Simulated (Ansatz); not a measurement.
**InP$_{3}$: hydrostatic pressure series**

Level of theory: Ansatz 0.2.0, DFT PBEsol, scalar-relativistic, plane waves, PAW. (420 eV cutoff, 6×6×6 k-mesh, Gaussian smearing of 0.10 eV, no spin polarisation)

Reference structure (relaxed):

```yaml
crystal:
  lattice:
    - [3.71499, 2.14485, 3.27938]
    - [-3.71499, 2.14485, 3.27938]
    - [0.00000, -4.28970, 3.27938]
  atoms:
    - { symbol: In, position: [0.27328, 0.27328, 0.27328] }
    - { symbol: In, position: [0.72672, 0.72672, 0.72672] }
    - { symbol: P, position: [0.79471, 0.24119, 0.79471] }
    - { symbol: P, position: [0.79471, 0.79471, 0.24119] }
    - { symbol: P, position: [0.24119, 0.79471, 0.79471] }
    - { symbol: P, position: [0.20529, 0.75881, 0.20529] }
    - { symbol: P, position: [0.75881, 0.20529, 0.20529] }
    - { symbol: P, position: [0.20529, 0.20529, 0.75881] }
```

Cell and atoms are relaxed at each pressure within the symmetry of the start, at zero temperature, so transitions that lower the symmetry aren't seen. The k-mesh given is that at zero pressure and may differ at others. a, b and c are the lengths of the cell vectors above.

```csv
P (GPa),V (Å³/atom),V/V0,a (Å),b (Å),c (Å)
-2,20.36,1.039,5.472,5.472,5.472
0,19.60,1.000,5.400,5.400,5.400
2,18.98,0.968,5.340,5.340,5.340
5,18.22,0.929,5.265,5.265,5.265
10,17.24,0.880,5.167,5.167,5.167
20,15.84,0.808,5.023,5.023,5.023
```

Q: What bulk modulus and pressure derivative fit these points?

A: A third-order Birch–Murnaghan fit gives B0 = 58 GPa and B0' = 4.5.